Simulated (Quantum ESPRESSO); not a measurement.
Runs of Quantum ESPRESSO 7.5 on ZnS. Symmetry: F-43m, No. 216, cubic system. Conventional cell: a = 5.404 Å, b = 5.404 Å, c = 5.404 Å, α = 90.00°, β = 90.00°, γ = 90.00°. Zn (site symmetry -43m) is surrounded by 4 S at 2.34 Å. S (site symmetry -43m) has 4 Zn at 2.34 Å as nearest neighbours. 

| cell | gap on the mesh (eV) | pressure (GPa) |
| --- | --- | --- |
| relaxed to 2 GPa | 2.12 | 2.1 |
| relaxed to 30 GPa | 2.48 | 30.2 |
| relaxed to 20 GPa | (b) | 20.2 |
| relaxed to 0.3 kbar | (a) | 0.1 |
| relaxed to 5 GPa | 2.26 | 5.1 |

Alike in all rows: task relaxation of cell and atoms; level LDA; potentials or basis SSSP 1.3 efficiency PBE; no spin polarisation; k mesh 9 × 9 × 9; cutoff (eV) 857; smearing fermi-dirac 0.05 eV.

**Question.** Estimate the missing entries.

**Answer.** (a) 2.02; (b) 2.64.

Caveats: the potentials were made for another functional, which shifts forces and pressure; an odd mesh through Γ misses points on the zone boundary, where band edges often lie (some runs).
